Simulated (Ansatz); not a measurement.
# BN (P6_3mc): exact exchange against the cheap answer (a further series)

How far do hybrid functionals move BN (P6_3mc) from its cheap description, and at what price?

The COD entry's cell or inner coordinates are ideal or old and differ from later refinements, so a difference from it is no clean test against experiment.

Program: Ansatz 0.2.0. Level of theory: DFT at several levels, plane waves, PAW. These are calculated values, not measurements.

1 further run of the same task is left out (it didn't finish). Runs told in other sessions of the task aren't counted.

## Step 1: Starting point

The structure is hexagonal, space group P6_3mc (No. 186). The conventional cell has a = 2.537 Å, b = 2.537 Å, c = 4.196 Å, α = 90.00°, β = 90.00°, γ = 120.00°. Around B (site symmetry 3m) lie 4 N at 1.56 to 1.57 Å. Around N (site symmetry 3m) lie 4 B at 1.56 to 1.57 Å.

Coordinates:

```xyz
4
Lattice="2.5369 0.0000 0.0000 -1.2685 2.1970 0.0000 0.0000 0.0000 4.1959" Properties=species:S:1:pos:R:3 pbc="T T T"
B     1.2685    0.7323    0.0011
B     0.0000    1.4647    2.0991
N     1.2685    0.7323    1.5723
N     0.0000    1.4647    3.6703
```

An earlier run on this cell at PBE gave 7.95 GPa at 5.847 Å³/atom (10×10×6 mesh), mesh gap 5.38 eV. The cell is compressed at this level.

The cell stays fixed from here on.

Levels to run, all on a 6×6×4 mesh: HSE06; PBE0 form (fraction 0.4); HSE06 form (screening 0.3 Å⁻¹); HSE06 form (screening 0.4 Å⁻¹). Hardware: 4 threads of Arm Neoverse V1, shared host.

An earlier series ran PBE on this mesh: volume 5.847 Å³/atom, pressure 7.98 GPa, mesh gap 5.18 eV.

## Step 2: HSE06

The input, input.yaml:

```yaml
crystal:
  lattice:
    - [2.536930026, 0.0, 0.0]
    - [-1.268465013, 2.1970458501, 0.0]
    - [0.0, 0.0, 4.1959171737]
  atoms:
    - { symbol: B, position: [0.6666666667, 0.3333333333, 0.0002721794] }
    - { symbol: B, position: [0.3333333333, 0.6666666667, 0.5002721794] }
    - { symbol: "N", position: [0.6666666667, 0.3333333333, 0.3747278206] }
    - { symbol: "N", position: [0.3333333333, 0.6666666667, 0.8747278206] }
basis:
  ecutwfc: 420
  ecutrho_ratio: 4
kpoints:
  mp_grid: { grid: [6, 6, 4] }
hamiltonian:
  xc: hse06
scf:
  occupations: { method: gaussian, width: 0.05 }
  n_extra_bands: 11
output:
  forces: true
  stress: true
  eigenvalues: true
  populations: true
  dos: { projected: true, de: 0.02 }
```

Launch:

```sh
ansatz run input.yaml --threads 4 --pin off --max-ram 8192MiB --backend cpu --events-out ev --progress --plain --runs-dir out
```

Further steps of the session: PBE0 form (fraction 0.4); HSE06 form (screening 0.3 Å⁻¹); HSE06 form (screening 0.4 Å⁻¹).

**Question.** What will these runs give? Wanted: for each run, exact exchange; change of gap; pressure.

The runs gave:

| level | exact exchange | gap on the mesh (eV) | change of gap (eV) | pressure (GPa) | wall time | CPU time |
| --- | --- | --- | --- | --- | --- | --- |
| PBE (earlier series) | 0.00 | 5.18 | 0 | 8.0 | 0.43 s | 1.2 s |
| HSE06 | 0.25 | 6.51 | +1.32 | -1.1 | 5 s | 16 s |
| PBE0 form (fraction 0.4) | 0.40 | 8.56 | +3.37 | -6.2 | 5.5 s | 18 s |
| HSE06 form (screening 0.3 Å⁻¹) | 0.25 | 6.27 | +1.09 | -0.8 | 5 s | 16 s |
| HSE06 form (screening 0.4 Å⁻¹) | 0.25 | 6.07 | +0.88 | -0.3 | 5.1 s | 16 s |

Changes count from PBE. Times are on 4 threads of Arm Neoverse V1, shared host; the hybrid runs also made densities of states.

Against 5.18 eV at PBE, the runs with exact exchange give 6.07 (HSE06 form (screening 0.4 Å⁻¹)) to 8.56 eV (PBE0 form (fraction 0.4)). The pressure spans -6.2 to 8.0 GPa, negative where a level wants a smaller cell on this coarse mesh, whose own error is in all of them. The median run with exact exchange took 13 times the CPU time of the cheap one. Gaps are over this coarse mesh alone, and total energies of different levels can't be compared. The program warned that the SCF threshold is loose for the stress of this hybrid run.
